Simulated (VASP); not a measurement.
# MoTe₂: relaxation of the cell, by functional

MoTe₂, P6_3/mmc (no. 194), 6 atoms in the cell.

| Functional | Volume (A^3) | Pressure left (GPa) | Ionic steps | SCF steps in all | Time (s) |
|---|---|---|---|---|---|
| RGE2 | 152.926 | -0.04 | 10 | 111 | 512 |
| BP86 | 168.996 | -0.04 | 27 | 286 | 1370 |
| XLYP | 219.358 | 0.00 | 18 | 229 | 1317 |

## Input of the first row

INCAR:
```
PREC = Accurate ; ENCUT = 600
EDIFF = 1E-7 ; ISMEAR = 0
SIGMA = 0.02 ; LREAL = False
LASPH = True ; ALGO = Normal
NELM = 100 ; ISIF = 3
LWAVE = False ; LCHARG = False
IBRION = 2 ; NSW = 40
EDIFFG = -0.01 ; GGA_COMPAT = False
GGA = LIBXC ; LIBXC1 = GGA_X_RGE2
LIBXC2 = GGA_C_RGE2
```

KPOINTS:
```
k-points
0
Gamma
  7 7 2
```

POSCAR:
```
Te2Mo
1.0
    3.5182000000      0.0000000000      0.0000000000
   -1.7591000000      3.0468505756      0.0000000000
    0.0000000000      0.0000000000     13.9736000000
Te Mo
4 2
Direct
    0.6666666667      0.3333333333      0.3790000000
    0.3333333333      0.6666666667      0.8790000000
    0.6666666667      0.3333333333      0.1210000000
    0.3333333333      0.6666666667      0.6210000000
    0.6666666667      0.3333333333      0.7500000000
    0.3333333333      0.6666666667      0.2500000000
```

Commands:
```
cat potpaw_PBE.64/Te/POTCAR potpaw_PBE.64/Mo_sv/POTCAR > POTCAR
mpirun -np 1 vasp_std > vasp.out
```

Changes of the last row against the first:
```
- LIBXC1 = GGA_X_RGE2
- LIBXC2 = GGA_C_RGE2
+ LIBXC1 = GGA_XC_XLYP
```

VASP 6.6.1 took 512 s on 1 core (Intel Xeon Platinum 8488C (Sapphire Rapids)), a shared host.
